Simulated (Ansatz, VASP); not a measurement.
**Lu: VASP beside Ansatz**

```
CELL_PARAMETERS angstrom
-1.82057 1.82057 1.82057
1.82057 -1.82057 1.82057
1.82057 1.82057 -1.82057
ATOMIC_POSITIONS crystal
Lu 0.00000 0.00000 0.00000
```

Alike in both runs: task single point; functional LDA; k mesh 13 × 13 × 13; occupations fermi-dirac, width 0.1 eV; no spin polarisation.

```csv
,VASP,Ansatz
version,VASP 6.6.1,Ansatz 0.2.0
potentials or method,"VASP PAW PBE potentials, release 64 (Lu)","plane waves (420 eV) with PAW, scalar-relativistic"
plane-wave cutoff (eV),520,420
valence electrons in the cell,25,25
```

VASP gave:

```
pressure (GPa) : 5.2
```

Question: Estimate Ansatz's values.

Answer: Pressure (GPa): 4.7.

Ansatz warned: «pseudo_functional_mismatch».

Caveats: the PAW data sets were made with another functional, which shifts forces and pressure a little (VASP). The runs have no spin-orbit coupling, so splittings on Lu are missing.
